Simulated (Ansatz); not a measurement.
Level of theory: DFT PBE, scalar-relativistic, plane waves, PAW in Ansatz. All cells share a 420 eV cutoff and Γ-centred k meshes spaced at most about 0.3 Å⁻¹ (2π included). No spin polarisation in the final relaxations.

Temperature and zero-point effects are left out. All come from trial cells, and lower structures may exist.

Problem. Order these relaxed structures of HfSi₂O₆ by energy, lowest first, with the energy over the lowest of them.
A. Space group I4/mmm (No. 139), tetragonal, a = 3.370 Å, c = 14.470 Å. Hf is surrounded by 8 O at 2.15 Å; around Si lie 8 O at 2.03–2.04 Å; O on a site of symmetry 2mm has 2 Si at 2.03 Å, 2 Hf at 2.15 Å, 5 O at 2.29–2.38 Å and 1 O at 2.66 Å; around O on a site of symmetry -4m2 lie 4 Si at 2.04 Å and 6 O at 2.29–2.38 Å.
B. Space group P-3m1 (No. 164), trigonal, a = 3.565 Å, c = 7.471 Å. Around Hf lie 8 O at 2.12–2.21 Å; Si has 1 O at 1.72 Å, 1 O at 1.82 Å and 6 O at 2.12 Å; O on its first site is surrounded by 1 Si at 1.82 Å, 3 Hf at 2.21 Å and 3 O at 2.45 Å; O on its second site is surrounded by 1 Si at 1.72 Å, 3 Si at 2.12 Å and 6 O at 2.29–2.39 Å; 1 more site not described.
C. Space group C2 (No. 5), monoclinic, a = 9.911 Å, b = 5.016 Å, c = 5.885 Å, β = 91.7°. Hf is surrounded by 4 O at 1.94–1.96 Å; Si has 4 O at 1.63–1.64 Å; around O on its first site lie 1 Si at 1.63 Å and 1 Hf at 1.94 Å; around O on its second site lie 2 Si at 1.64 Å; 1 more site not described.

Solution. C (0 meV/atom), B (839 meV/atom), A (946 meV/atom). Forms: C C2; B Hf and Si ordered on fluorite sites, P-3m1; A Hf and Si ordered on fluorite sites, I4/mmm. Counting O atoms around Hf and Si (those within 1.25 times the shortest such distance or 1.15 times the sum of covalent radii; a plus sign parts nearer from farther groups): C has Hf 4, Si 4; B has Hf 8, Si 2+6; A has Hf 8, Si 8.

Spin–orbit coupling, which can matter for Hf, is left out. Cells relaxed within their symmetry can be saddle points. Some types were kept out of the candidates beforehand, so the set may lack a known form.
